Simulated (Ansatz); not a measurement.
Relaxed bulk TiAl3, space group I4/mmm (No. 139):

```
CELL_PARAMETERS angstrom
-1.91200 1.91200 4.28192
1.91200 -1.91200 4.28192
1.91200 1.91200 -4.28192
ATOMIC_POSITIONS crystal
Ti 0.00000 0.00000 0.00000
Al 0.50000 0.50000 0.00000
Al 0.75000 0.25000 0.50000
Al 0.25000 0.75000 0.50000
```

Method: Ansatz, DFT r2SCAN, scalar-relativistic, plane waves, PAW. Cutoff 500 eV, k spacing 0.19 to 0.25 Å⁻¹, dipole correction; no spin polarisation.

Slabs with different planes and terminations (top/bottom plane) are cut from it in 1×1 cells and relaxed. Each holds whole formula units counted by Ti and an excess Δn of Al (negative: a deficit); ΔE is its energy over those formula units in the bulk and the excess in the standard state of Al. The formation energy of TiAl3 is -1.737 eV a formula unit (uncorrected), so Δμ(Al) runs from -0.579 eV to 0 if no other compound intervenes.

```csv
slab,A (Å²),Δn(Al),ΔE (eV)
"(100) TiAl3/TiAl3, Ti6Al18",32.75,0,8.052
"(110) TiAl/TiAl, Ti5Al13",23.16,-2.00,7.467
"(001) Al/Al, Ti3Al11",14.62,+2.00,2.437
"(001) TiAl/TiAl, Ti3Al7",14.62,-2.00,4.706
"(001) TiAl/Al, Ti3Al9",14.62,0,3.557
```

(1) Work out each slab's surface energy at the Al-rich and Al-poor ends.

(2) Does the lowest surface change with the conditions?

Only the planes named were cut, so another facet can lie lower still. Reconstructions in larger cells weren't sought.

## Answers

(1) γ = [ΔE − Δn·Δμ(Al)]/(2A) × 16.02 J/m² per eV/Å², the mean of both faces:

```csv
slab,Al-rich (J/m²),Al-poor (J/m²)
"(100) TiAl3/TiAl3, Ti6Al18",1.97,1.97
"(110) TiAl/TiAl, Ti5Al13",2.58,2.18
"(001) Al/Al, Ti3Al11",1.34,1.97
"(001) TiAl/TiAl, Ti3Al7",2.58,1.94
"(001) TiAl/Al, Ti3Al9",1.95,1.95
```

(2) Yes: among these slabs (001) Al/Al, Ti3Al11 is lowest at the Al-rich end and (001) TiAl/TiAl, Ti3Al7 at the Al-poor end. Their lines cross where (ΔE − Δn·Δμ)/A is equal, at Δμ(Al) = -0.57 eV, with γ = 1.96 J/m²; near there (001) TiAl/Al, Ti3Al9 lies lower still.

Al-terminated (001) is clearly favoured under Al-rich conditions, at 1.34 J/m² against 1.95 J/m² or more for the other slabs. The probable reason is that Ti beneath an Al layer keeps its full shell of Al neighbours, preserving the strong Ti d–Al sp bonding, whereas a TiAl termination cuts some of these bonds. Exposed Al also costs less, in keeping with the lower surface energy of the element.

The switch to TiAl termination carries little weight. At the Al-poor end all three (001) slabs and (100) lie between 1.94 and 1.97 J/m², too close for a firm order; only the (110) slab stays distinctly higher. Moreover, the crossing at -0.57 eV almost coincides with the limit set by elemental Ti, while TiAl3 in reality borders on Ti aluminides poorer in Al. Equilibrium with these should end its stability range at a higher Al chemical potential, so Al-terminated (001) probably remains the lowest of these surfaces wherever the compound is stable.
